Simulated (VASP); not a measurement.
# Ru (P6_3/mmc) in VASP: further runs

Runs on Ru. Level: PBEsol. Tasks: single point.

All numbers are computed with VASP 6.6.1; they aren't measurements. Logs are shortened: lines on timing, memory, paths and dates and some standing lists are left out, and cuts for length are marked.

## 1. The undisturbed crystal

It takes space group P6_3/mmc (No. 194, hexagonal). Conventional cell: a = 2.706 Å, b = 2.706 Å, c = 4.282 Å, α = 90.00°, β = 90.00°, γ = 120.00°. Ru (site symmetry -6m2) is surrounded by 12 Ru at 2.65 to 2.71 Å.

## 2. Single point, PBEsol (grid = ENCUT=520 dk=0.35 cell=2x2x1 ISMEAR=1 SIGMA=0.1 LREAL=Auto EDIFF=1e-06)

File INCAR:

```
SYSTEM = Ru
ALGO = Fast
EDIFF = 1E-6
ENCUT = 520
GGA = PS
ISIF = 2
ISMEAR = 1
LASPH = .True.
LCHARG = .False.
LREAL = Auto
LWAVE = .False.
NBANDS = 64
NELM = 120
PREC = Accurate
SIGMA = 0.1
```

File KPOINTS:

```
k-points
0
Gamma
  4 4 5
  0 0 0
```

File POSCAR:

```
Ru
1.0
    5.4116000000      0.0000000000      0.0000000000
   -2.7058000000      4.6865830752      0.0000000000
    0.0000000000      0.0000000000      4.2819000000
Ru
8
Direct
    0.3333333334      0.1666666666      0.7500000000
    0.3333333334      0.6666666666      0.7500000000
    0.8333333333      0.1666666666      0.7500000000
    0.8333333333      0.6666666666      0.7500000000
    0.1666666666      0.3333333334      0.2500000000
    0.1666666666      0.8333333333      0.2500000000
    0.6666666666      0.3333333334      0.2500000000
    0.6666666666      0.8333333333      0.2500000000
```

Potentials or basis: VASP PAW PBE potentials, release 64 (Ru_pv).

The run is started by

```
cat potpaw_PBE.64/Ru_pv/POTCAR > POTCAR
mpirun -np 1 vasp_std > vasp.out
```

OUTCAR:

```text
SYSTEM = Ru
   EDIFF = 1E-6
   ENCUT = 520
   GGA = PS
   ISIF = 2
   ISMEAR = 1
   LASPH = .True.
   LREAL = Auto
   NELM = 120
   PREC = Accurate

 Found     12 irreducible k-points:

 Following reciprocal coordinates:
            Coordinates               Weight
  0.000000  0.000000  0.000000      1.000000
  0.250000  0.000000  0.000000      6.000000
  0.500000  0.000000  0.000000      3.000000
  0.250000  0.250000  0.000000      6.000000
  0.000000  0.000000  0.200000      2.000000
  0.250000  0.000000  0.200000     12.000000
   k-points           NKPTS =     12   k-points in BZ     NKDIM =     12   number of bands    NBANDS=     64
   number of dos      NEDOS =    301   number of ions     NIONS =      8
   total plane-waves  NPLWV =  51200
   dimension x,y,z NGX =    40 NGY =   40 NGZ =   32
   dimension x,y,z NGXF=    80 NGYF=   80 NGZF=   64
   ions per type =               8
   NGX,Y,Z   is equivalent  to a cutoff of  12.29, 12.29, 12.42 a.u.
   NGXF,Y,Z  is equivalent  to a cutoff of  24.58, 24.58, 24.85 a.u.
 SYSTEM =  Ru
   PREC   = accura    normal or accurate (medium, high low for compatibility)
   ISTART =      0    job   : 0-new  1-cont  2-samecut
   ICHARG =      2    charge: 1-file 2-atom 10-const
   ISPIN  =      1    spin polarized calculation?
   LNONCOLLINEAR =      F non collinear calculations
   LSORBIT =      F    spin-orbit coupling
   LASPH  =      T    aspherical Exc in radial PAW
   ENCUT  =  520.0 eV  38.22 Ry    6.18 a.u.  10.06 10.06  7.96*2*pi/ulx,y,z
   NELM   =    120;   NELMIN=  2; NELMDL= -5     # of ELM steps
   EDIFF  = 0.1E-05   stopping-criterion for ELM
   LREAL  =      T    real-space projection
   EDIFFG = 0.1E-04   stopping-criterion for IOM
   NSW    =      0    number of steps for IOM
   IBRION =     -1    ionic relax: 0-MD 1-quasi-New 2-CG
   NFREE  =      0    steps in history (QN), initial steepest desc. (CG)
   ISIF   =      2    stress and relaxation
   ISYM   =      2    0-nonsym 1-usesym 2-fastsym
   POTIM  = 0.5000    time-step for ionic-motion
   TEBEG  =    0.0;   TEEND  =   0.0 temperature during run
   PSTRESS=    0.0 pullay stress
   NELECT =     112.0000    total number of electrons
   NUPDOWN=      -1.0000    fix difference up-down
   EMIN   =  10.00;   EMAX   =-10.00  energy-range for DOS
   EFERMI =   0.00;   METHOD = LEGACY
   ISMEAR =     1;   SIGMA  =   0.10  broadening in eV -4-tet -1-fermi 0-gaus
   EFERMI_NEDOS =   21; number of points for ismear=-14 and -15
   IALGO  =     68    algorithm
   IMIX   =      4    mixing-type and parameters
     AMIX     =   0.40;   BMIX     =  1.00
     AMIX_MAG =   1.60;   BMIX_MAG =  1.00
  volume/ion in A,a.u.               =      13.57        91.61
  Fermi-wavevector in a.u.,A,eV,Ry     =   1.654022  3.125649 37.222674  2.735789
  Thomas-Fermi vector in A             =   2.742361
   LORBIT       =      0    0 simple, 1 ext, 2 COOP (PROOUT), +10 PAW based schemes
   GGA     = PS    functional components
   LHFCALC =     F    Hartree Fock is set to
   AEXX    =    0.0000 exact exchange contribution
   IVDW    =     0    specifies the selected vdW correction
   LEPSILON=     F    determine dielectric tensor
   LRPA    =     F    only Hartree local field effects (RPA)
 non-spin polarized calculation
 RMM-DIIS sequential band-by-band and
 Methfessel and Paxton  Order N= 1 SIGMA  =   0.10
  energy-cutoff  :      520.00
  volume of cell :      108.60
 maximum number of plane-waves:      2936
   NGX = 21   NGY = 21   NGZ = 15

 number of electron     112.0000034 magnetization

 Free energy of the ion-electron system (eV)
  ---------------------------------------------------
  ext. energy  EPLUGINS =         0.00000000
  ---------------------------------------------------
  free energy    TOTEN  =       -81.49816973 eV

  energy without entropy =      -81.49608282  energy(sigma->0) =      -81.49747409

 E-fermi :  12.6933     XC(G=0): -14.2830

 val. band max:       12.6856038560   @ k =   0.2500   0.0000   0.4000
 cond. band min:      12.7086784658   @ k =   0.2500   0.0000   0.4000
 fundamental gap:      0.0230746098
 Fermi energy:        12.6932512345

 k-point     1 :       0.0000    0.0000    0.0000
  band No.  band energies     occupation
      1     -30.9156      2.00000
      2     -30.7198      2.00000
      3     -30.7198      2.00000
      4     -30.7198      2.00000
      5     -30.5276      2.00000
      6     -30.5276      2.00000
[... 56 lines left out ...]
     63      14.5702     -0.00000
     64      14.6241     -0.00000

 k-point     2 :       0.2500    0.0000    0.0000
  band No.  band energies     occupation
      1     -30.8630      2.00000
      2     -30.6617      2.00000
      3     -30.6617      2.00000
      4     -30.6104      2.00000
      5     -30.5389      2.00000
      6     -30.4816      2.00000
[... 56 lines left out ...]
     63      14.2139     -0.00000
     64      14.4370     -0.00000

 k-point     3 :       0.5000    0.0000    0.0000
  band No.  band energies     occupation
      1     -30.7210      2.00000
      2     -30.7210      2.00000
      3     -30.5615      2.00000
      4     -30.5615      2.00000
      5     -30.4784      2.00000
      6     -30.4784      2.00000
[... 56 lines left out ...]
     63      14.2506     -0.00000
     64      14.2519     -0.00000

 k-point     4 :       0.2500    0.2500    0.0000
  band No.  band energies     occupation
      1     -30.7654      2.00000
      2     -30.6104      2.00000
      3     -30.5998      2.00000
      4     -30.5998      2.00000
      5     -30.4755      2.00000
      6     -30.4755      2.00000
[... 56 lines left out ...]
     63      14.1133     -0.00000
     64      14.1979     -0.00000

 k-point     5 :       0.0000    0.0000    0.2000
  band No.  band energies     occupation
      1     -30.8111      2.00000
      2     -30.7899      2.00000
      3     -30.7899      2.00000
      4     -30.7899      2.00000
      5     -30.6159      2.00000
      6     -30.6159      2.00000
[... 56 lines left out ...]
     63      14.3098     -0.00000
     64      14.5266     -0.00000

 k-point     6 :       0.2500    0.0000    0.2000
  band No.  band energies     occupation
      1     -30.7728      2.00000
      2     -30.7321      2.00000
      3     -30.7321      2.00000
      4     -30.7181      2.00000
      5     -30.5742      2.00000
      6     -30.5742      2.00000
[... 56 lines left out ...]
     63      14.0098     -0.00000
     64      14.3904     -0.00000

 [... further k-points ...]
[... 5 lines left out ...]
  --------------------------------------------------------------------------------------
  -------------------------------------------------------------------------------------
  Total       -4.3063043     -4.3063043     -5.2919653      0.0000000      0.0000000      0.0000000
  in kB      -63.5326204    -63.5326204    -78.0744693      0.0000000      0.0000000      0.0000000
  external PRESSURE =     -68.3799034 kB  Pullay stress =       0.0000000 kB

 VOLUME and BASIS-vectors are now :
 -----------------------------------------------------------------------------
  energy-cutoff  :      520.00
  volume of cell :      108.60
      direct lattice vectors                 reciprocal lattice vectors
     5.411600000  0.000000000  0.000000000     0.184788233  0.106687536  0.000000000
    -2.705800000  4.686583075  0.000000000     0.000000000  0.213375072  0.000000000
     0.000000000  0.000000000  4.281900000     0.000000000  0.000000000  0.233541185

 POSITION                                       TOTAL-FORCE (eV/Angst)
 -----------------------------------------------------------------------------------
      1.35290      0.78110      3.21143        -0.000000      0.000000      0.000000
      0.00000      3.12439      3.21143        -0.000000      0.000000      0.000000
      4.05870      0.78110      3.21143        -0.000000      0.000000      0.000000
      2.70580      3.12439      3.21143         0.000000     -0.000000      0.000000
     -0.00000      1.56219      1.07048         0.000000      0.000000     -0.000000
     -1.35290      3.90549      1.07048         0.000000     -0.000000     -0.000000
      2.70580      1.56219      1.07048         0.000000      0.000000     -0.000000
      1.35290      3.90549      1.07048         0.000000     -0.000000     -0.000000
 -----------------------------------------------------------------------------------
    total drift:                                0.000001      0.000001      0.000000

  FREE ENERGIE OF THE ION-ELECTRON SYSTEM (eV)
  ---------------------------------------------------
  free  energy   TOTEN  =       -81.4981697303 eV

  energy  without entropy=      -81.4960828190  energy(sigma->0) =      -81.49747409
```

Wall time 56 s (1 thread of Intel Xeon 6975P-C (Granite Rapids), shared host); peak memory 0.24 GiB.

These settings aren't checked as converged: the numbers below hold their error.

What came out:

| Property | Result |
| --- | --- |
| Free energy | -81.4982 eV |
| Pressure | -6.8 GPa |
| Band gap on the k mesh | none (metal or under the smearing width) |

Caveat: the PAW data sets were made with another functional, which shifts forces and pressure a little.

## 3. Single point, PBEsol (grid = ENCUT=400 dk=0.27 cell=2x2x1 ISMEAR=1 SIGMA=0.1 LREAL=Auto EDIFF=1e-06)

Edit INCAR of step 2 so:

```diff
@@ -3,3 +3,3 @@
 EDIFF = 1E-6
-ENCUT = 520
+ENCUT = 400
 GGA = PS
```

File KPOINTS:

```
k-points
0
Gamma
  5 5 6
  0 0 0
```

POSCAR is that of step 2.

Potentials or basis: VASP PAW PBE potentials, release 64 (Ru_pv).

The run is started by

```
cat potpaw_PBE.64/Ru_pv/POTCAR > POTCAR
mpirun -np 1 vasp_std > vasp.out
```

Wall time 69 s (1 thread of Intel Xeon 6975P-C (Granite Rapids), shared host); peak memory 0.21 GiB.

These settings aren't checked as converged: the numbers below hold their error.

What came out:

| Property | Result |
| --- | --- |
| Free energy | -81.2454 eV |
| Pressure | -7.1 GPa |
| Band gap on the k mesh | none (metal or under the smearing width) |

Caveat: the PAW data sets were made with another functional, which shifts forces and pressure a little.

## 4. The reference run

An earlier run on the cell as given: functional PBE; potentials or basis VASP PAW PBE potentials, release 64 (Ru_pv); cutoff 520 eV; k mesh 11 × 11 × 6; occupations fermi-dirac, width 0.05 eV; no spin polarisation.

- Pressure: 4.5 GPa
- Band gap on the k mesh: none (metal or under the smearing width)
